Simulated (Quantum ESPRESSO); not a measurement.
# Al2Pt in Quantum ESPRESSO: the effect of dispersion

Al2Pt:

```xyz
3
Lattice="0.0000 2.9550 2.9550 2.9550 0.0000 2.9550 2.9550 2.9550 0.0000" Properties=species:S:1:pos:R:3 pbc="T T T"
Pt    0.0000    0.0000    0.0000
Al    4.4325    4.4325    4.4325
Al    1.4775    1.4775    1.4775
```

Alike in all runs:

- Program: Quantum ESPRESSO 7.5
- Task: phonons
- Potentials or basis: JTH 2.0 PBE
- Cutoff: 707 eV
- Density cutoff: 4245 eV
- k mesh: 7 × 7 × 7
- Occupations: cold, width 0.2 eV
- Spin: no spin polarisation

Each run relaxes the cell or the atoms first.

```tsv
dispersion	functional	relaxed volume (Å³/atom)	highest phonon frequency (cm⁻¹)
none	PBE	17.50	274
D2	PBE	16.34	299
D3(BJ) two-body	PBE	?	?
rVV10	rPW86PBE	17.90	257
rev-vdW-DF2	rev-vdW-DF2	17.39	278
```

**Question.** What does the run with dispersion D3(BJ) two-body give?

**Answer.** Relaxed volume 16.96 Å³/atom; highest phonon frequency 291 cm⁻¹.

Caveats: the mesh is thin for the phonons of a metal; pairwise dispersion overbinds metals, which lowers pressure and volume (some runs); the potentials were made for another functional, which shifts forces and pressure (some runs).
